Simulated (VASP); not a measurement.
**A VASP 6.6.1 relaxation on SiC**

INCAR

```
NELECT = 7.98
ISMEAR = -1
ENCUT = 400
EDIFF = 1E-7
ISIF = 3
NBANDS = 11
PREC = Accurate
GGA = PE
LCHARG = .FALSE.
IBRION = 2
NELM = 89
SIGMA = 0.02
NSW = 40
EDIFFG = -5E-3
LASPH = .TRUE.
LWAVE = .FALSE.
LREAL = .FALSE.
```

KPOINTS

```
KPOINTS created by Atomic Simulation Environment
0
Monkhorst-Pack
10 10 10
0 0 0
```

POSCAR

```
Si C
 1.0000000000000000
     0.0000000000000000    2.0917400253000000    2.0917400253000000
     2.0917400253000000    0.0000000000000000    2.0917400253000000
     2.0917400253000000    2.0917400253000000    0.0000000000000000
 Si  C
   1   1
Cartesian
  0.0000000000000000  0.0000000000000000  0.0000000000000000
  1.0458700126500000  1.0458700126500000  1.0458700126500000
```

The recommended PBE PAW datasets give the neutral cell 8 valence electrons.

Command

```
mpirun -np 1 vasp_std
```

OSZICAR

```
N       E                     dE             d eps       ncg     rms          rms(c)
DAV:   1    -0.541362541137E+00   -0.54136E+00   -0.29925E+03  2615   0.424E+02
DAV:   2    -0.167407185940E+02   -0.16199E+02   -0.15559E+02  2999   0.999E+01
DAV:   3    -0.171296706377E+02   -0.38895E+00   -0.38122E+00  2935   0.124E+01
DAV:   4    -0.171307824573E+02   -0.11118E-02   -0.11118E-02  2751   0.838E-01
DAV:   5    -0.171307863554E+02   -0.38981E-05   -0.38987E-05  2954   0.452E-02    0.101E+01
DAV:   6    -0.150751368088E+02    0.20556E+01   -0.63948E+00  2729   0.118E+01    0.467E+00
DAV:   7    -0.149782206550E+02    0.96916E-01   -0.56702E-01  2930   0.419E+00    0.204E+00
DAV:   8    -0.149699702831E+02    0.82504E-02   -0.21632E-02  2702   0.979E-01    0.168E-01
DAV:   9    -0.149700630206E+02   -0.92737E-04   -0.13560E-03  2968   0.218E-01    0.119E-01
DAV:  10    -0.149701508630E+02   -0.87842E-04   -0.16596E-04  2690   0.827E-02    0.251E-02
...
DAV:   2    -0.151973219152E+02    0.54151E-05   -0.11739E-05  2699   0.178E-02    0.999E-03
DAV:   3    -0.151973204961E+02    0.14192E-05   -0.17687E-06  2894   0.729E-03    0.271E-03
DAV:   4    -0.151973201381E+02    0.35801E-06   -0.26055E-07  2591   0.238E-03    0.110E-03
DAV:   5    -0.151973200828E+02    0.55304E-07   -0.86274E-09  1273   0.575E-04
  17 F= -.15197320E+02 E0= -.15197213E+02  d E =-.379670E-04
       N       E                     dE             d eps       ncg     rms          rms(c)
DAV:   1    -0.151973246640E+02   -0.45259E-05   -0.53972E-05  2900   0.465E-02    0.846E-03
DAV:   2    -0.151973238539E+02    0.81013E-06   -0.22885E-06  2690   0.783E-03    0.434E-03
DAV:   3    -0.151973237691E+02    0.84787E-07   -0.34136E-07  2804   0.321E-03
  18 F= -.15197324E+02 E0= -.15197216E+02  d E =-.416534E-04
```

From OUTCAR

```
k-points           NKPTS =    110   k-points in BZ     NKDIM =    110   number of bands    NBANDS=     11

   NELECT =       7.9800    total number of electrons

   dimension x,y,z NGX =    20 NGY =   20 NGZ =   20
   dimension x,y,z NGXF=    40 NGYF=   40 NGZF=   40

  energy-cutoff  :      400.00
  volume of cell :       20.61
      direct lattice vectors                 reciprocal lattice vectors
     0.000000000  2.176146915  2.176146915    -0.229763899  0.229763899  0.229763899
     2.176146915  0.000000000  2.176146915     0.229763899 -0.229763899  0.229763899
     2.176146915  2.176146915  0.000000000     0.229763899  0.229763899 -0.229763899

 k-points in reciprocal lattice and weights: KPOINTS created by Atomic Simulation Env
   0.05000000  0.05000000  0.05000000       0.002
   0.15000000  0.05000000  0.05000000       0.006
   0.25000000  0.05000000  0.05000000       0.006
   0.35000000  0.05000000  0.05000000       0.006
   0.45000000  0.05000000  0.05000000       0.006
  -0.45000000  0.05000000  0.05000000       0.006
  -0.35000000  0.05000000  0.05000000       0.006
  -0.25000000  0.05000000  0.05000000       0.006
   ...

 E-fermi :   8.0331

 k-point     1 :       0.0500    0.0500    0.0500
  band No.  band energies     occupation
      1      -7.2395      2.00000
      2       7.8611      1.99963
      3       8.1037      0.05702
      4       8.1037      0.05702
      5      14.5404      0.00000
      6      15.5265      0.00000
      7      15.5632      0.00000
      8      15.5632      0.00000
      9      22.3611      0.00000
     10      22.3611      0.00000
     11      24.7428      0.00000

 k-point     2 :       0.1500    0.0500    0.0500
  band No.  band energies     occupation
      1      -6.9792      2.00000
      2       6.7678      2.00000
      3       7.6438      2.00000
      4       8.0755      0.21456
      5      14.8110      0.00000
      6      15.5751      0.00000
      7      15.7085      0.00000
      8      16.3239      0.00000
      9      20.9540      0.00000
     10      21.8869      0.00000
     11      24.8174      0.00000

 k-point     3 :       0.2500    0.0500    0.0500
  band No.  band energies     occupation
      1      -6.3400      2.00000
      2       4.6311      2.00000
      3       7.2388      2.00000
      4       7.8135      1.99997
      5      14.4716      0.00000
      6      15.9865      0.00000
      7      16.1587      0.00000
      8      17.2090      0.00000
      9      20.4259      0.00000
     10      21.7178      0.00000
     11      23.9544      0.00000

 k-point     4 :       0.3500    0.0500    0.0500
  band No.  band energies     occupation
      1      -5.3660      2.00000
      2       2.3506      2.00000
      3       6.9454      2.00000
      4       7.4669      2.00000
      5      14.0818      0.00000
      6      15.8296      0.00000
      7      15.8991      0.00000
      8      18.0830      0.00000
      9      21.4547      0.00000
     10      22.7188      0.00000
     11      23.9271      0.00000

 k-point     5 :       0.4500    0.0500    0.0500
  band No.  band energies     occupation
      1      -4.2218      2.00000
      2       0.3963      2.00000
      3       6.8240      2.00000
      4       7.1782      2.00000
      5      13.8347      0.00000
      6      15.4188      0.00000
      7      15.5677      0.00000
      8      18.4646      0.00000
      9      23.5460      0.00000
     10      23.8719      0.00000
     11      25.1297      0.00000

 ...

  Total       -0.0005677     -0.0005677     -0.0005677      0.0000000      0.0000000     -0.0000000
  in kB       -0.0441297     -0.0441297     -0.0441297      0.0000000      0.0000000     -0.0000000
  external PRESSURE =      -0.0441297 kB  Pullay stress =       0.0000000 kB

 POSITION                                       TOTAL-FORCE (eV/Angst)
 -----------------------------------------------------------------------------------
      0.00000      0.00000      0.00000        -0.000000      0.000000      0.000000
      1.08807      1.08807      1.08807         0.000000     -0.000000     -0.000000
 -----------------------------------------------------------------------------------
    total drift:                               -0.000000     -0.000000     -0.000000

  FREE ENERGIE OF THE ION-ELECTRON SYSTEM (eV)
  ---------------------------------------------------
  free  energy   TOTEN  =       -15.1973237691 eV

  energy  without entropy=      -15.1971091595  energy(sigma->0) =      -15.19721646
```

```json
{"ionic step": "1", "ΔE (meV/atom)": "0.0", "volume (Å³)": "18.30", "largest force (eV/Å)": "0.000", "pressure (GPa)": "34.61", "electronic steps": "13"}
{"ionic step": "2", "ΔE (meV/atom)": "52.0", "volume (Å³)": "24.06", "largest force (eV/Å)": "0.000", "pressure (GPa)": "-27.26", "electronic steps": "10"}
{"ionic step": "3", "ΔE (meV/atom)": "-113.5", "volume (Å³)": "20.69", "largest force (eV/Å)": "0.000", "pressure (GPa)": "-0.91", "electronic steps": "10"}
{"ionic step": "4", "ΔE (meV/atom)": "-113.6", "volume (Å³)": "20.62", "largest force (eV/Å)": "0.000", "pressure (GPa)": "-0.10", "electronic steps": "7"}
{"ionic step": "5", "ΔE (meV/atom)": "-113.6", "volume (Å³)": "20.57", "largest force (eV/Å)": "0.000", "pressure (GPa)": "0.45", "electronic steps": "5"}
{"ionic step": "6", "ΔE (meV/atom)": "-113.6", "volume (Å³)": "20.57", "largest force (eV/Å)": "0.000", "pressure (GPa)": "0.44", "electronic steps": "2"}
{"ionic step": "7", "ΔE (meV/atom)": "-113.6", "volume (Å³)": "20.58", "largest force (eV/Å)": "0.000", "pressure (GPa)": "0.40", "electronic steps": "3"}
{"ionic step": "12", "ΔE (meV/atom)": "-113.6", "volume (Å³)": "20.58", "largest force (eV/Å)": "0.000", "pressure (GPa)": "0.38", "electronic steps": "2"}
{"ionic step": "13", "ΔE (meV/atom)": "-113.6", "volume (Å³)": "20.58", "largest force (eV/Å)": "0.000", "pressure (GPa)": "0.37", "electronic steps": "2"}
{"ionic step": "14", "ΔE (meV/atom)": "-113.6", "volume (Å³)": "20.58", "largest force (eV/Å)": "0.000", "pressure (GPa)": "0.34", "electronic steps": "3"}
{"ionic step": "15", "ΔE (meV/atom)": "-113.6", "volume (Å³)": "20.59", "largest force (eV/Å)": "0.000", "pressure (GPa)": "0.27", "electronic steps": "4"}
{"ionic step": "16", "ΔE (meV/atom)": "-113.6", "volume (Å³)": "20.60", "largest force (eV/Å)": "0.000", "pressure (GPa)": "0.14", "electronic steps": "5"}
{"ionic step": "17", "ΔE (meV/atom)": "-113.6", "volume (Å³)": "20.62", "largest force (eV/Å)": "0.000", "pressure (GPa)": "-0.11", "electronic steps": "5"}
{"ionic step": "18", "ΔE (meV/atom)": "-113.6", "volume (Å³)": "20.61", "largest force (eV/Å)": "0.000", "pressure (GPa)": "0.00", "electronic steps": "3"}
```

It converged. Results: relaxed cell vector lengths 3.078, 3.078, 3.078 Å; relaxed cell volume 20.61 Å³.

The cell is charged and sits in a uniform background. The shifted mesh misses Γ, so a band edge there is missed. The volume moved far on the plane waves of the start cell, so a restart from CONTCAR is due.

For comparison, a separate PBE relaxation on usual settings, not on those above, ends at 20.98 Å³.

The run above took about 71 s on one core of a shared host (Intel Xeon Platinum 8488C) and held 0.14 GiB at most.
